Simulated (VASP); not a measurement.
Set up this calculation in VASP 6.6.1, as the native input.

- Task: relaxation of cell and atoms
- Functional: LDA
- Potentials or basis: VASP PAW LDA potentials, release 64 (Ta_pv)
- Cutoff: 600 eV
- k mesh: 16 × 16 × 16
- Occupations: methfessel-paxton, width 0.1 eV
- Spin: no spin polarisation
- Further INCAR settings: ALGO = Normal; EDIFF = 1e-06; IBRION = 2; EDIFFG = -0.01; NSW = 90; ISIF = 3

The structure of Ta lies in POSCAR:

```
Ta
1.0
   -1.6512800000      1.6512800000      1.6512800000
    1.6512800000     -1.6512800000      1.6512800000
    1.6512800000      1.6512800000     -1.6512800000
Ta
1
Direct
    0.0000000000      0.0000000000      0.0000000000
```

The input as run:

INCAR

```
SYSTEM = Ta
  ALGO = Normal
  EDIFF = 1E-6
  EDIFFG = -0.01
  ENCUT = 600
  IBRION = 2
  ISIF = 3
  ISMEAR = 1
  LASPH = .TRUE.
  LCHARG = .FALSE.
  LREAL = .FALSE.
  LWAVE = .FALSE.
  NELM = 80
  NSW = 90
  PREC = Accurate
  SIGMA = 0.1
```

KPOINTS

```
k-points
0
G
  16 16 16
  0 0 0
```

Potentials or basis: VASP PAW LDA potentials, release 64 (Ta_pv).

Launch:

```bash
$ cat potpaw_LDA.64/Ta_pv/POTCAR > POTCAR
$ mpirun -np 1 vasp_std > vasp.out
```

It gave:

| Item | Value |
| --- | --- |
| Relaxed volume | 17.27 Å³/atom |
| Relaxed cell | a = 2.820 Å, b = 2.820 Å, c = 2.820 Å, α = 109.47°, β = 109.47°, γ = 109.47° |
| Space group after relaxing (to 0.05 Å) | Im-3m (No. 229) |
| Energy gained by relaxing | 19.9 meV/atom |
| Ionic steps | 4 |
| Pressure after relaxing | -0.1 GPa |
| Band gap on the k mesh | none (metal or under the smearing width) |

It took 27 s on 1 thread of Intel(R) Xeon(R) Platinum 8375C CPU @ 2.90GHz (Ice Lake), with other jobs on the host, peak memory 0.17 GiB.
